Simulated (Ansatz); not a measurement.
System: Re (fcc type), 1 atom in the cell.

The calculation used Ansatz 0.2.0 development build, PBE with spin–orbit coupling, plane waves, PAW datasets (earlier set, tuned by hand).

Cutoff 560 eV; k-mesh 4×4×4 Γ-centred; Fermi–Dirac smearing of 0.15 eV.

```
Re
1.0
     0.00000    1.95740    1.95740
     1.95740    0.00000    1.95740
     1.95740    1.95740    0.00000
Re
1
Direct
  0.00000 0.00000 0.00000
```

Task: Is the cell under compression or tension, and by how much?

Result: The pressure is 4.03 GPa, so at these settings the cell is compressed and would expand.

Task: Metal or insulator on this mesh?

Result: No gap opens on the mesh: metallic.

The stress includes the program's correction for the finite plane-wave basis.

The k-mesh is coarse, so these values belong to this mesh and can lie far from the converged ones. This cubic structure is a model: it isn't the usual form of the substance at ambient conditions, and such phases are metastable or hypothetical.
